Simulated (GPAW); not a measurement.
# Ti2O (P-3m1) in GPAW: equation of state

Aim: energy against volume of Ti2O in PBEsol, for its equilibrium volume and stiffness.

Program: GPAW 26.7.0. These are calculated values, not measurements. Logs are shortened: lines on timing, memory, paths and dates and some standing lists are left out, and cuts for length are marked. The log counts tension as positive stress, the text compression.

## (1) The crystal as given

It takes space group P-3m1 (No. 164, trigonal). The conventional cell has a = 2.919 Å, b = 2.919 Å, c = 4.713 Å, α = 90.00°, β = 90.00°, γ = 120.00°. Ti (site symmetry 3m) is surrounded by 3 O at 2.14 Å. Around O (site symmetry -3m) lie 6 Ti at 2.14 Å.

## (2) Equation of state, PBEsol

run.py reads:

```python
from ase import Atoms
from ase.eos import EquationOfState
from ase.io import Trajectory
from ase.units import GPa
from gpaw import GPAW, PW, setup_paths

setup_paths.insert(0, '.')

atoms = Atoms(['Ti', 'Ti', 'O'],
              cell=[[2.9194, 0.0, 0.0],
                    [-1.4597, 2.5282745638, 0.0],
                    [0.0, 0.0, 4.713]],
              scaled_positions=[[0.3333333333, 0.6666666667, 0.72126],
                                [0.6666666667, 0.3333333333, 0.27874],
                                [0.0, 0.0, 0.0]],
              pbc=True)

traj = Trajectory('eos.traj', 'w')
volumes, energies = [], []
for x in [0.94, 0.96, 0.98, 1.0, 1.02, 1.04, 1.06]:
    a = atoms.copy()
    a.set_cell(atoms.cell * x**(1 / 3), scale_atoms=True)
    calc = GPAW(mode=PW(800),
                xc='PBEsol',
                kpts={'size': (10, 10, 6), 'gamma': True},
                occupations={'name': 'fermi-dirac', 'width': 0.05},
                nbands=29,
                convergence={'density': 1e-05, 'energy': 1e-05},
                maxiter=150,
                txt=f'eos-{x:.2f}.txt')
    a.calc = calc
    energies.append(a.get_potential_energy(force_consistent=True))
    volumes.append(a.get_volume())
    p = -a.get_stress()[:3].mean() / GPa
    calc.write(f'eos-{x:.2f}.gpw')
    traj.write(a)
    print(f'{x:.2f} {volumes[-1]:10.4f} A^3 {energies[-1]:14.6f} eV {p:9.3f} GPa', flush=True)

v0, e0, B = EquationOfState(volumes, energies, eos='birchmurnaghan').fit()
print(f'V0 = {v0:.4f} A^3, E0 = {e0:.6f} eV, B0 = {B / GPa:.2f} GPa')
```

Potentials or basis: PAW data sets generated in the run's folder for this functional, pw.

Launch:

```bash
$ gpaw-setup -f PBEsol O Ti
$ OMP_NUM_THREADS=1 python run.py
```

The program printed:

```text
__  _  _
 | _ |_)|_||  |
 |__||  | ||/\| - 26.7.0

Input parameters:
  mode=PW(ecut=800.0),
  convergence={'density': 1e-05, 'energy': 1e-05},
  kpts=MonkhorstPack(size=(10, 10, 6), gamma=True),
  maxiter=150,
  nbands=29,
  occupations=Occupations(name='fermi-dirac', width=0.05),
  xc=XC(name='PBEsol')

Diagonalizing LCAO Hamiltonian
Converting LCAO to pw mode

        Ti

           Ti

       O

Atoms  # Å, Bohr magnetons
|   | symbol |         x |        y |        z |    initial magnetic moments |
|---|--------|-----------|----------|----------|-----------------------------|
| 0 |     Ti | -0.000000 | 1.651108 | 3.329905 | ( 0.0000,  0.0000,  0.0000) |
| 1 |     Ti |  1.429902 | 0.825554 | 1.286884 | ( 0.0000,  0.0000,  0.0000) |
| 2 |      O |  0.000000 | 0.000000 | 0.000000 | ( 0.0000,  0.0000,  0.0000) |

Unit cell  # Å
| periodic |         x |        y |        z |  lengths |     angles |
|----------|-----------|----------|----------|----------|------------|
|      yes |  2.859804 | 0.000000 | 0.000000 | 2.859804 |  90.000000 |
|      yes | -1.429902 | 2.476663 | 0.000000 | 2.859804 |  90.000000 |
|      yes |  0.000000 | 0.000000 | 4.616789 | 4.616789 | 120.000000 |

Number of symmetries: 12
Symmetry operations  # r_c * U_cc + t_c -> r_c
|    | kind |            matrix            |
|----|------|------------------------------|
|  0 |  σ   |  1, 1, 0,  0,-1, 0,  0, 0, 1 |
|  1 |  S6  |  1, 1, 0, -1, 0, 0,  0, 0,-1 |
|  2 |  E   |  1, 0, 0,  0, 1, 0,  0, 0, 1 |
|  3 |  C2  |  1, 0, 0, -1,-1, 0,  0, 0,-1 |
|  4 |  C2  |  0, 1, 0,  1, 0, 0,  0, 0,-1 |
|  5 |  C3  |  0, 1, 0, -1,-1, 0,  0, 0, 1 |
|  6 |  S6  |  0,-1, 0,  1, 1, 0,  0, 0,-1 |
|  7 |  σ   |  0,-1, 0, -1, 0, 0,  0, 0, 1 |
|  8 |  σ   | -1, 0, 0,  1, 1, 0,  0, 0, 1 |
|  9 |  i   | -1, 0, 0,  0,-1, 0,  0, 0,-1 |
| 10 |  C3  | -1,-1, 0,  1, 0, 0,  0, 0, 1 |
| 11 |  C2  | -1,-1, 0,  0, 1, 0,  0, 0,-1 |

BZ-sampling:
  Number of BZ points: 600
  Number of IBZ points: 72

  Monkhorst-Pack size: [10, 10, 6]
  Monkhorst-Pack shift: [0.05, 0.05, 0.08333333333333333]

K-points  # in reciprocal-cell coordinates
|     |                                coordinates |     weight |
|-----|--------------------------------------------|------------|
|   0 | (  0.00000000,   0.00000000,   0.00000000) | 0.00166667 |
|   1 | (  0.00000000,   0.00000000,   0.16666667) | 0.00333333 |
|   2 | (  0.00000000,   0.00000000,   0.33333333) | 0.00333333 |
|   3 | (  0.00000000,   0.00000000,   0.50000000) | 0.00166667 |
|   4 | (  0.10000000,   0.00000000,  -0.33333333) | 0.01000000 |
|   5 | (  0.10000000,   0.00000000,  -0.16666667) | 0.01000000 |
|   6 | (  0.10000000,   0.00000000,   0.00000000) | 0.01000000 |
|   7 | (  0.10000000,   0.00000000,   0.16666667) | 0.01000000 |
|   8 | (  0.10000000,   0.00000000,   0.33333333) | 0.01000000 |
|   9 | (  0.10000000,   0.00000000,   0.50000000) | 0.01000000 |
| ... |                                            |            |
|  71 | (  0.50000000,   0.50000000,   0.50000000) | 0.00500000 |

Plane wave coefficients: 1725
Cutoff: 800.0 eV

Spin-components: 1 (collinear spins)
Bands:           29
Projectors:      17
Spin-degeneracy: 2
Datatype:        complex128

Parallelization:
  kpt:    1
  domain: 1
  band:   1

Density:
  Valence electrons: 30.0
  Components: 1
  Grid points: [20 20 32]
  Charge: 0.0  # |e|

Potential:
  Grid points: [20 20 32]

species:
  Ti:
    name:    Titanium
    Z:       22.0
    valence: 12
    core:    10
    charge:  0.0  # [|e|]
    compensation charges:
      type: gauss
      rc: 0.38  # [Å]
      lmax: 2
    cutoffs:
      filter: 2.23  # [Å]
      core: 1.02  # [Å]
    projectors
    | kind |    occ | energy [eV] | rcut [Å] |
    |------|--------|-------------|----------|
    |   3s |  2.000 |     -62.441 |    1.270 |
    |   4s |  2.000 |      -4.477 |    1.270 |
    |   3p |  6.000 |     -38.776 |    1.058 |
    |   4p |  0.000 |      -1.449 |    1.058 |
    |   3d |  2.000 |      -4.275 |    1.058 |
    |    d |        |      22.937 |    1.058 |

    Using partial waves for Ti as LCAO basis

  O:
    name:    Oxygen
    Z:       8.0
    valence: 6
    core:    2
    charge:  0.0  # [|e|]
    compensation charges:
      type: gauss
      rc: 0.21  # [Å]
      lmax: 2
    cutoffs:
      filter: 1.17  # [Å]
      core: 0.83  # [Å]
    projectors
    | kind |    occ | energy [eV] | rcut [Å] |
    |------|--------|-------------|----------|
    |   2s |  2.000 |     -23.808 |    0.688 |
    |   2p |  4.000 |      -8.972 |    0.598 |
    |    s |        |       3.404 |    0.688 |
    |    p |        |      18.239 |    0.598 |
    |    d |        |       0.000 |    0.619 |

    Using partial waves for O as LCAO basis

Reference energy: -48429.462232  # eV

eigensolver:
  PPCG
  Converge bands: occupied
  niter=2

density mixing:
  MSR1-Mixer
  Pratt-step length: 0.05
  Maximum mixing coefficient: 0.75
  Old densities: 10
  SVD Regularization: 0.005
  Good broyden scale: 1.0
  Trust region scale: 1.0
  Backstep threshold: 4.0
  History deletion threshold: 6.0
  Fourier metric: weight=20.0, sigma=0.015

occupation numbers:
  Fermi-Dirac:
    width: 0.0500  # eV

poisson solver:
  ecut: 6400.0  # eV

xc functional:
  name: PBEsol with 2 nearest neighbor stencil

convergence criteria:
- Maximum integral of absolute [dens]ity change: 1e-05 electrons / valence electron
- Maximum [total energy] change in last 3 cyles: 1e-05 eV / valence electron
- Maximum integral of absolute [eigenst]ate change: 4e-08 eV^2 / valence electron
maximum number of iterations: 150

SCF iterations
|iter     | |      energy | eigst |  dens |
|---------|-|-------------|-------|-------|
|iter:   1| |  -26.593286 | +0.23 |       |
|iter:   2| |  -26.253971 | -2.29 | -1.07 |
|iter:   3| |  -25.267995 | -1.18 | -1.12 |
|iter:   4| |  -25.269968 | -3.16 | -1.76 |
|iter:   5| |  -25.274569 | -3.12 | -2.07 |
|iter:   6| |  -25.273747 | -4.05 | -2.68 |
|iter:   7| |  -25.273813 | -5.00 | -3.12 |
|iter:   8| |  -25.273820c| -6.29 | -3.79 |
|iter:   9| |  -25.273821c| -7.54c| -4.28 |
|iter:  10| |  -25.273821c| -8.89c| -5.35c|

Converged in 10 steps
Energy contributions relative to reference atoms: (reference = -48429.462232)

Energy contributions:
  Kinetic:          39.920318
  Coulomb:         -37.062090
  Zero:              0.246223
  External:          0.000000
  Xc:              -28.374740
  Entropy:          -0.007064
  Spinorbit:         0.000000
  ----------------------------
  Free energy:     -25.277353
  Extrapolated:    -25.273821

dipole moment: (-4.006799, -6.939979, -12.936934)  # |e|*Ang

Fermi level: 11.591
Eigenvalues  # (at kpt = [0.000, 0.000, 0.000])
| band index |      eig [eV] | occ [0-2] |
|------------|---------------|-----------|
|          0 |       -45.166 |     2.000 |
|        ... |               |           |
|          6 |       -21.028 |     2.000 |
|          7 |       -21.028 |     2.000 |
|          8 |        -9.644 |     2.000 |
|          9 |         3.649 |     2.000 |
|         10 |         5.562 |     2.000 |
|         11 |         5.562 |     2.000 |
[... 8 lines left out ...]
|         20 |        13.070 |     0.000 |
|         21 |        16.195 |     0.000 |
|        ... |               |           |
|         28 |        29.574 |     0.000 |

No gap
No difference between direct/indirect transitions

Stress tensor  # eV/Ang^3
|         x |         y |         z |
|-----------|-----------|-----------|
| -0.116806 | -0.000000 |  0.000000 |
| -0.000000 | -0.116806 |  0.000000 |
|  0.000000 |  0.000000 | -0.157046 |

# Writing to eos-0.94.gpw (mode='')
```

Wall time 6.8 min (1 thread of Arm Neoverse V1, shared host); peak memory 0.4 GiB.

What came out:

* Equilibrium volume: 11.92 Å³/atom
* Bulk modulus at fixed shape and positions: 198 GPa
* Pressure derivative of the bulk modulus: 4.3

Energy against volume, from the lowest point:
```tsv
volume (Å³/atom)	energy (meV/atom)
10.900	62.29
11.132	35.59
11.364	16.82
11.596	5.19
11.828	0.00
12.059	0.63
12.291	6.49
```

Caveat: the cell was scaled at fixed shape and fractional positions, which overstates the stiffness of a crystal with free parameters, most of all of layers and chains.
